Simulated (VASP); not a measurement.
Here is a VASP 6.6.1 calculation.

POSCAR

```
MnO
1.0
    0.0000000000      2.2220003300      2.2220003300
    2.2220003300      0.0000000000      2.2220003300
    2.2220003300      2.2220003300      0.0000000000
Mn O
1 1
Direct
    0.0000000000      0.0000000000      0.0000000000
    0.5000000000      0.5000000000      0.5000000000
```

Contents of INCAR.step1:

```
PREC = Accurate ; ENCUT = 520
EDIFF = 1E-5 ; ISMEAR = -1
SIGMA = 0.05 ; LREAL = False
LASPH = True ; NELM = 100
ALGO = Normal ; ISIF = 2
LWAVE = True ; LCHARG = False
ISPIN = 2 ; MAGMOM = 4 0
LORBIT = 11 ; LMAXMIX = 4
NBANDS = 20 ; GGA = PE
```

INCAR.step2

```
PREC = Accurate ; ENCUT = 520
EDIFF = 1E-6 ; ISMEAR = -1
SIGMA = 0.05 ; LREAL = False
LASPH = True ; NELM = 100
ALGO = Normal ; ISIF = 2
LWAVE = False ; LCHARG = False
ISPIN = 2 ; MAGMOM = 4 0
LORBIT = 11 ; LMAXMIX = 4
GGA = PE ; LHFCALC = True
AEXX = 0.15 ; PRECFOCK = Fast
HFRCUT = -1 ; NBANDS = 20
ISTART = 1
```

File KPOINTS:

```
Automatic mesh
0
Gamma
  5 5 5
```

Potentials or basis: VASP PAW PBE potentials, release 64 (Mn_pv, O).

Command:

```console
$ cat potpaw_PBE.64/Mn_pv/POTCAR potpaw_PBE.64/O/POTCAR > POTCAR
$ cp INCAR.step1 INCAR
$ mpirun -np 1 vasp_std > vasp.out
$ cp INCAR.step2 INCAR
$ mpirun -np 1 vasp_std > vasp.out
```

(1) Estimate the pressure.

(2) What does it give for the site moments?

(3) What does it give for the band gap on the k mesh?

(4) Estimate the net moment.

Answers

(1) 3.2 GPa.

(2) Mn +4.55; O +0.21 μB.

(3) 1.07 eV, indirect (least direct gap 3.72 eV).

(4) 5.00 μB per cell.

Caveat: the k mesh is coarse (spacing up to 0.49 Å⁻¹), so the values aren't converged, least of all with exact exchange; the PAW data sets were made with another functional, which shifts forces and pressure a little; an odd mesh through Γ misses points on the zone boundary, where band edges often lie; a cell with one magnetic atom can't hold antiferromagnetic order, which such compounds often take.
